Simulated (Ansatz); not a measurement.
# TaN: the cost of one run

Computed with Ansatz 0.2.0 (DFT, PBE, plane-wave PAW, default files, scalar-relativistic, unless a step's input says otherwise).

1 further run of the same task is left out (it didn't finish).

## (1) The structure to begin with

The structure is hexagonal, space group P6/mmm (No. 191). Conventional cell: a = 5.185 Å, b = 5.185 Å, c = 2.908 Å, α = 90.00°, β = 90.00°, γ = 120.00°. Ta (site symmetry 6/mmm) is surrounded by 6 N at 2.59 Å and 2 Ta at 2.91 Å. Ta (site symmetry -6m2) has 6 N at 2.09 Å as nearest neighbours. N (site symmetry mmm) is surrounded by 6 Ta at 2.09 to 2.59 Å.

As a file:

```xyz
6
Lattice="5.1850 0.0000 0.0000 -2.5925 4.4903 0.0000 0.0000 0.0000 2.9080" Properties=species:S:1:pos:R:3 pbc="T T T"
Ta    0.0000    0.0000    0.0000
Ta    0.0000    2.9936    1.4540
Ta    2.5925    1.4968    1.4540
N     2.5925    0.0000    0.0000
N     1.2962    2.2452    0.0000
N    -1.2962    2.2452    0.0000
```

## (2) Single point at the given positions

input.yaml

```yaml
crystal:
  lattice:
    - [5.1849992558, 0.0, 0.0]
    - [-2.5924996279, 4.4903410741, 0.0]
    - [0.0, 0.0, 2.908]
  atoms:
    - { symbol: Ta, position: [0.0, 0.0, 0.0], spin: 2.0 }
    - { symbol: Ta, position: [0.3333333333, 0.6666666667, 0.5], spin: 2.0 }
    - { symbol: Ta, position: [0.6666666667, 0.3333333333, 0.5], spin: 2.0 }
    - { symbol: "N", position: [0.5, 0.0, 0.0] }
    - { symbol: "N", position: [0.5, 0.5, 0.0] }
    - { symbol: "N", position: [0.0, 0.5, 0.0] }
magnetization:
  spin_polarized: true
kpoints:
  mp_grid: { grid: [7, 7, 10] }
scf:
  occupations: { method: fermi_dirac, width: 0.02 }
hamiltonian:
  xc: pbe
  pseudopotentials: { kind: paw }
output:
  forces: true
  stress: true
  populations: true
  efg:
    quadrupole_moments_barn: { Ta: 3.17, "N": 0.02044 }
    contact_densities: true
```

On the command line:

```bash
ansatz run input.yaml --threads 1 --pin off --max-ram 3072MiB --backend cpu --events-out ev --progress --plain --runs-dir out
```

**Question.** How long does this run take on 1 thread of Intel Xeon 6975P-C (Granite Rapids), shared host, and how much memory does it need?

About 13 s, with a peak of 0.57 GiB.
